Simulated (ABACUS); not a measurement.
# InP (F-43m) in ABACUS: equation of state

How stiff is InP in PBEsol, and what volume does it want? The cell is scaled to several volumes.

All numbers are computed with ABACUS 3.10.1; they aren't measurements. Logs are shortened: lines on timing, memory, paths and dates and some standing lists are left out, and cuts for length are marked.

**What was measured.**

From a printed reference work, data compilation, for a bulk crystal of InP: bulk modulus 71 GPa.

The results are compared with them further down.

### Step 1. The crystal as given

Symmetry: F-43m, No. 216, cubic system. Conventional cell: a = 5.861 Å, b = 5.861 Å, c = 5.861 Å, α = 90.00°, β = 90.00°, γ = 90.00°. In (site symmetry -43m) is surrounded by 4 P at 2.54 Å. P (site symmetry -43m) has 4 In at 2.54 Å as nearest neighbours.

### Step 2. Equation of state, PBEsol, 23.66 Å³/atom (volume scaled by 0.94)

Contents of INPUT:

```
INPUT_PARAMETERS
suffix              InP
calculation         scf
basis_type          pw
pseudo_dir          ./
symmetry            1
dft_functional      pbesol
ecutwfc             71
pseudo_rcut         7
nspin               1
nbands              13
ks_solver           dav
smearing_method     fd
smearing_sigma      0.00367493
scf_thr             1e-08
scf_nmax            100
mixing_type         broyden
mixing_beta         0.7
cal_force           1
cal_stress          1
kpar                4
```

Contents of STRU:

```
ATOMIC_SPECIES
In 114.8180 In.upf
P 30.9738 P.upf

LATTICE_CONSTANT
1.8897261246

LATTICE_VECTORS
0.0000000000 2.8706770916 2.8706770916
2.8706770916 0.0000000000 2.8706770916
2.8706770916 2.8706770916 0.0000000000

ATOMIC_POSITIONS
Direct

In
0.0
1
0.0000000000 0.0000000000 0.0000000000 1 1 1

P
0.0
1
0.7500000000 0.7500000000 0.7500000000 1 1 1
```

Contents of KPT:

```
K_POINTS
0
Gamma
8 8 8 0 0 0
```

Potentials or basis: PseudoDojo NC SR 0.4.1 PBEsol standard, plane waves.

Run with:

```sh
OMP_NUM_THREADS=1 mpirun -np 4 abacus > log
```

running log:

```text
ABACUS v3.10.1

               Atomic-orbital Based Ab-initio Computation at UStc

 ------------------------------------------------------------------------------------

 READING GENERAL INFORMATION
                           global_out_dir = OUT.InP/
                           global_in_card = INPUT
                               pseudo_dir = ./
                              orbital_dir =
                                    DSIZE = 4
                                    GSIZE = 1

 READING UNITCELL INFORMATION
                                    ntype = 2
                  lattice constant (Bohr) = 1.88973
              lattice constant (Angstrom) = 1

 READING ATOM TYPE 1
                               atom label = In
                      L=0, number of zeta = 1
                      L=1, number of zeta = 1
                      L=2, number of zeta = 1
             number of atom for this type = 1

 READING ATOM TYPE 2
                               atom label = P
                      L=0, number of zeta = 1
                      L=1, number of zeta = 1
                      L=2, number of zeta = 1
             number of atom for this type = 1

                        TOTAL ATOM NUMBER = 2
DIRECT COORDINATES
    atom                   x                   y                   z     mag                  vx                  vy                  vz
taud_In1            0.0000000000        0.0000000000        0.0000000000  0.0000        0.0000000000        0.0000000000        0.0000000000
taud_P1            0.7500000000        0.7500000000        0.7500000000  0.0000        0.0000000000        0.0000000000        0.0000000000

                          Volume (Bohr^3) = 319.286
                             Volume (A^3) = 47.3132

 Lattice vectors: (Cartesian coordinate: in unit of a_0)
                   +0            +2.87068            +2.87068
             +2.87068                  +0            +2.87068
             +2.87068            +2.87068                  +0
 Reciprocal vectors: (Cartesian coordinate: in unit of 2 pi/a_0)
            -0.174175           +0.174175           +0.174175
            +0.174175           -0.174175           +0.174175
            +0.174175           +0.174175           -0.174175
 The esolver type has been set to : ksdft_pw

                PAO radial cut off (Bohr) = 7

 Read in pseudopotential file is In.upf
                     pseudopotential type = NC
          exchange-correlation functional = PBESOL
                 nonlocal core correction = 1
                        valence electrons = 13
                                     lmax = 2
                           number of zeta = 3
                     number of projectors = 6
                           L of projector = 0
[... 5 lines left out ...]
                PAO radial cut off (Bohr) = 7

 Read in pseudopotential file is P.upf
                     pseudopotential type = NC
          exchange-correlation functional = PBESOL
                 nonlocal core correction = 1
                        valence electrons = 5
                                     lmax = 2
                           number of zeta = 2
                     number of projectors = 6
                           L of projector = 0
                           L of projector = 0
                           L of projector = 1
                           L of projector = 1
                           L of projector = 2
                           L of projector = 2
     initial pseudo atomic orbital number = 13

 SETUP THE ELECTRONS NUMBER
            electron number of element In = 13
      total electron number of element In = 13
             electron number of element P = 5
       total electron number of element P = 5
            AUTOSET number of electrons:  = 18
                           occupied bands = 9
                                   NBANDS = 13
                                   NLOCAL = 18

%%%%%%%%%%%%%%%%%%%%%%%%%%%%%%%%%%%%%%%%%%%%%%%%%%%%%%%%%%%%%%%%%%%%%%%%%%%%%%%%%%%%%%%%%%%%%%%%%%%%%%%%%%
 Warning: the number of valence electrons in pseudopotential > 3 for In: [Kr] 4d10 5s2 5p1
 Pseudopotentials with additional electrons can yield (more) accurate outcomes, but may be less efficient.
 If you're confident that your chosen pseudopotential is appropriate, you can safely ignore this warning.
%%%%%%%%%%%%%%%%%%%%%%%%%%%%%%%%%%%%%%%%%%%%%%%%%%%%%%%%%%%%%%%%%%%%%%%%%%%%%%%%%%%%%%%%%%%%%%%%%%%%%%%%%%

 SETUP THE PLANE WAVE BASIS
 energy cutoff for charge/potential (unit:Ry) = 284
            fft grid for charge/potential = [ 45, 45, 45 ]
                        fft grid division = [ 1, 1, 1 ]
        big fft grid for charge/potential = [ 45, 45, 45 ]
                                     nbxx = 91125
                                     nrxx = 91125

 SETUP PLANE WAVES FOR CHARGE/POTENTIAL
                    number of plane waves = 25821
                         number of sticks = 1159

 PARALLEL PW FOR CHARGE/POTENTIAL
     PROC   COLUMNS(POT)             PW
        1           1159          25821
 --------------- sum -------------------
        1           1159          25821
                            number of |g| = 285
                                  max |g| = 25.6044
                                  min |g| = 0

----------- Double Check Mixing Parameters Begin ------------
mixing_type: broyden
mixing_beta: 0.7
mixing_gg0: 1
mixing_gg0_min: 0.1
mixing_ndim: 8
----------- Double Check Mixing Parameters End ------------

 LATTICE VECTORS: (CARTESIAN COORDINATE: IN UNIT OF A0)
                   +0            +2.87068            +2.87068
[... 22 lines left out ...]
                   SPACE GROUP OPERATIONS = 24
                                       C2 = 3
                                       C3 = 8
                                       C4 = 0
                                       C6 = 0
                                       S1 = 6
                                       S3 = 0
                                       S4 = 6
                                       S6 = 0
                              POINT GROUP = T_d
                                       C2 = 3
                                       C3 = 8
                                       C4 = 0
                                       C6 = 0
                                       S1 = 6
                                       S3 = 0
                                       S4 = 6
                                       S6 = 0
               POINT GROUP IN SPACE GROUP = T_d

 SETUP K-POINTS
                                    nspin = 1
                   Input type of k points = Monkhorst-Pack(Gamma)
                                   nkstot = 512
                       right hand lattice = 1
(for reciprocal lattice: )
                             BRAVAIS TYPE = 2
                     BRAVAIS LATTICE NAME = 02. Cubic I (body-centered)
                                    ibrav = 2
                       right hand lattice = 1
(for k-lattice: )
                             BRAVAIS TYPE = 2
                     BRAVAIS LATTICE NAME = 02. Cubic I (body-centered)
                                    ibrav = 2
                       right hand lattice = 1
                        ROTATION MATRICES = 48
                               nkstot_ibz = 29
K-POINTS REDUCTION ACCORDING TO SYMMETRY
     IBZ    DIRECT_X    DIRECT_Y    DIRECT_Z  WEIGHT  ibz2bz
       1  0.00000000  0.00000000  0.00000000  0.0020       0
       2  0.12500000  0.12500000  0.12500000  0.0156       1
       3  0.25000000  0.25000000  0.25000000  0.0156       2
       4  0.37500000  0.37500000  0.37500000  0.0156       3
       5  0.50000000  0.50000000  0.50000000  0.0078       4
       6  0.12500000  0.12500000  0.00000000  0.0117       9
[... 21 lines left out ...]
      28 -0.12500000  0.50000000  0.37500000  0.0234     101
      29  0.50000000  0.25000000 -0.25000000  0.0117     166

                               nkstot now = 29
[... K-POINTS DIRECT COORDINATES: 29 rows ...]

           k-point number in this process = 8
       minimum distributed K point number = 7
[... stars of the k points ...]

[... K-POINTS CARTESIAN COORDINATES: 8 rows ...]

[... K-POINTS DIRECT COORDINATES: 8 rows ...]

 SETUP PLANE WAVES FOR WAVE FUNCTIONS
     energy cutoff for wavefunc (unit:Ry) = 71
              fft grid for wave functions = [ 45, 45, 45 ]
                    number of plane waves = 3839
                         number of sticks = 313

 PARALLEL PW FOR WAVE FUNCTIONS
     PROC   COLUMNS(POT)             PW
        1            313           3839
 --------------- sum -------------------
        1            313           3839

 SETUP NONLOCAL PSEUDOPOTENTIALS IN PLANE WAVE BASIS
 In non-local projectors:
 projector 1 L=0
 projector 2 L=0
 projector 3 L=1
 projector 4 L=1
 projector 5 L=2
 projector 6 L=2
 P non-local projectors:
 projector 1 L=0
 projector 2 L=0
 projector 3 L=1
 projector 4 L=1
 projector 5 L=2
 projector 6 L=2
      TOTAL NUMBER OF NONLOCAL PROJECTORS = 36

 Init Non-Local PseudoPotential table :
 Init Non-Local-Pseudopotential done.

                                     npwx = 3236

 Make real space PAO into reciprocal space.
       max mesh points in Pseudopotential = 701
     dq(describe PAO in reciprocal space) = 0.01
                                    max q = 1015

 number of pseudo atomic orbitals for In is 3
WARNING: norm of atomic wavefunction # 2 of atomic type In is 0.999327, renormalized
WARNING: norm of atomic wavefunction # 3 of atomic type In is 0.979853, renormalized

 number of pseudo atomic orbitals for P is 2
WARNING: norm of atomic wavefunction # 1 of atomic type P is 0.999978, renormalized
WARNING: norm of atomic wavefunction # 2 of atomic type P is 0.998983, renormalized

 -------------------------------------------
 SELF-CONSISTENT
 -------------------------------------------
                                 init_chg = atomic

 PW ALGORITHM --------------- ION=   1  ELEC=   1--------------------------------
 Notice: Threshold on eigenvalues was too large.
 hsover_error=0.18 > DRHO=0.110719
 Origin diag ethr = 0.01
 New diag ethr = 0.000615106

 Density error is 0.110131096031
                          Error Threshold = 0.000615106194483
----------------------------------------------------------
     Energy           Rydberg                 eV
----------------------------------------------------------
 E_KohnSham     -146.4345780655      -1992.3446459172
 E_Harris       -147.6684135249      -2009.1318385582
 E_Fermi        0.5764632887         7.8431854145
----------------------------------------------------------
[... 63 lines left out ...]
 Density error is 2.58590382069e-09
                          Error Threshold = 3.10118732391e-10
----------------------------------------------------------
     Energy           Rydberg                 eV
----------------------------------------------------------
 E_KohnSham     -146.4633969595      -1992.7367470853
 E_KS(sigma->0) -146.4633969378      -1992.7367467894
 E_Harris       -146.4634496904      -1992.7374645263
 E_band         -2.9422921679        -40.0319386648
 E_one_elec     -46.7951156902       -636.6802119562
 E_Hartree      35.7431673085        486.3107399627
 E_xc           -43.8213336894       -596.2198321355
 E_Ewald        -91.5901148449       -1246.1474423646
 E_entropy(-TS) -0.0000000435        -0.0000005917
 E_descf        0.0000000000         0.0000000000
 E_exx          0.0000000000         0.0000000000
 E_Fermi        0.6150173276         8.3677400240
----------------------------------------------------------

 charge density convergence is achieved
 final etot is -1992.7367471 eV
 EFERMI = 8.367740024 eV

 STATE ENERGY(eV) AND OCCUPATIONS    NSPIN == 1
 1/8 kpoint (Cartesian) = 0.0000 0.0000 0.0000 (3215 pws)
       1       -6.50342     0.00390625
       2       -6.50342     0.00390625
       3       -6.50342     0.00390625
       4       -6.31712     0.00390625
       5       -6.31712     0.00390625
       6       -4.12749     0.00390625
       7        7.86512     0.00390608
       8        7.86512     0.00390608
       9        7.86512     0.00390608
      10        8.81067    5.55236e-07
      11        11.8704    1.47304e-33
      12        11.8704    1.47304e-33
      13        11.8704    1.47304e-33
[... 61 lines left out ...]
 6/8 kpoint (Cartesian) = 0.0000 0.0000 0.043544 (3223 pws)
       1       -6.54532      0.0234375
       2       -6.48531      0.0234375
       3       -6.48531      0.0234375
       4       -6.32503      0.0234375
       5       -6.31074      0.0234375
       6       -3.86472      0.0234375
       7        6.33223      0.0234375
       8        7.27966      0.0234375
       9        7.27966      0.0234375
      10        10.2637    7.98326e-19
      11        11.1853    7.88614e-27
      12        12.6735    9.34479e-40
      13        12.6735    9.34479e-40

[... levels at 2 further k points ...]

------------------------------------------------------------------------------------------
 TOTAL-FORCE (eV/Angstrom)
------------------------------------------------------------------------------------------
                       In1         0.0000000000         0.0000000000         0.0000000000
                        P1         0.0000000000         0.0000000000         0.0000000000
------------------------------------------------------------------------------------------

----------------------------------------------------------------
 TOTAL-STRESS (KBAR)
----------------------------------------------------------------
        56.7186537587        -0.0000000000         0.0000000000
        -0.0000000000        56.7186537587         0.0000000000
        -0.0000000000         0.0000000000        56.7186537587
----------------------------------------------------------------
 TOTAL-PRESSURE: 56.718654 KBAR

 --------------------------------------------
 !FINAL_ETOT_IS -1992.7367470853087070 eV
 --------------------------------------------
```

Wall time 4.4 s (4 MPI ranks of Intel Xeon 6975P-C (Granite Rapids), shared host); peak memory 0.36 GiB.

What came out:

```yaml
Free_energy: -1992.7367 eV
Pressure: 5.7 GPa
Band_gap_on_the_k_mesh: 0.95 eV, direct
```

Caveat: spin-orbit coupling is left out, which moves the levels of the heavy elements.

[end of part 1 of 2]
